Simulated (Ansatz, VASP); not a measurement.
**Hf in VASP and in Ansatz**

The input INCAR:

```
SYSTEM = Hf
PREC = Accurate ; ENCUT = 520
EDIFF = 1E-7 ; ISMEAR = -1
SIGMA = 0.05 ; LREAL = .False.
LASPH = .True. ; NELM = 100
ALGO = Normal ; ISIF = 2
LWAVE = .False. ; LCHARG = .False.
GGA = PE ; NBANDS = 11
```

Contents of KPOINTS:

```
Automatic mesh
0
Gamma
  10 10 10
  0 0 0
```

Contents of POSCAR:

```
Hf
1.0
   -1.8169539908      1.8169539908      1.8169539908
    1.8169539908     -1.8169539908      1.8169539908
    1.8169539908      1.8169539908     -1.8169539908
Hf
1
Direct
    0.0000000000      0.0000000000      0.0000000000
```

The input input.yaml:

```yaml
crystal:
  lattice:
    - [-1.8169539908, 1.8169539908, 1.8169539908]
    - [1.8169539908, -1.8169539908, 1.8169539908]
    - [1.8169539908, 1.8169539908, -1.8169539908]
  atoms:
    - { symbol: Hf, position: [0.0, 0.0, 0.0] }
hamiltonian:
  xc: pbe
  pseudopotentials: { kind: paw }
kpoints:
  mp_grid: { grid: [10, 10, 10] }
scf:
  occupations: { method: fermi_dirac, width: 0.05 }
output:
  forces: true
  stress: true
  eigenvalues: true
```

Change from the starting cell: volume scaled by 1.02.

Alike in both runs: task single point; functional PBE; k mesh 10 × 10 × 10; occupations fermi-dirac, width 0.05 eV; no spin polarisation.

```csv
,VASP,Ansatz
version,VASP 6.6.1,Ansatz 0.2.0
potentials or method,"VASP PAW PBE potentials, release 64 (Hf_pv)",Ansatz PAW
plane-wave cutoff (eV),520,420
valence electrons in the cell,10,26
```

VASP gave:

| Property | Result |
| --- | --- |
| gap on the k mesh at the Fermi level (eV) | none |
| pressure (GPa) | -6.9 |

Task: What did Ansatz give for the same quantities?

Result: gap on the k mesh at the Fermi level (eV): none; pressure (GPa): -6.5.

A gap of «none» marks a metal or a gap that the smearing closes. With one functional, cell and mesh, what is left measures potentials, basis and numerics. The two sets of potentials don't hold the same shells in valence.

Spin-orbit coupling is left out, which matters for the levels of Hf.
